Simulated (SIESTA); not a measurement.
## HfN in SIESTA: the effect of pseudo set

The system is HfN.

```
Hf N
1.0
     0.00000    2.25600    2.25600
     2.25600    0.00000    2.25600
     2.25600    2.25600    0.00000
Hf N
1 1
Direct
  0.00000 0.00000 0.00000
  0.50000 0.50000 0.50000
```

Alike in all runs:

```yaml
Program: SIESTA 5.4.2
Task: single point
Functional: PBE
Basis: DZP (energy shift 0.003 Ry; two zetas on semicore shells)
Grid_cutoff: 800 Ry
Energy_shift: 0.003 Ry
k_mesh: 10 × 10 × 10
Occupations: fermi-dirac, width 0.05 eV
Spin: no spin polarisation
```

```csv
pseudo set,pressure (GPa)
PseudoDojo 0.4 standard,10.3
PseudoDojo 0.4 stringent,?
PseudoDojo 0.5 standard,10.3
SG15 1.2,4.5
SPMS 1.0,8.9
Ansatz NC,10.8
```

Q: What does the run with pseudo set PseudoDojo 0.4 stringent give?

A: Pressure 6.7 GPa.

Caveats: the basis of atomic orbitals isn't converged, which shifts pressures, moduli and gaps; short orbitals over semicore shells can move pressures by several GPa (some runs).

The runs don't all hold the same shells in valence.
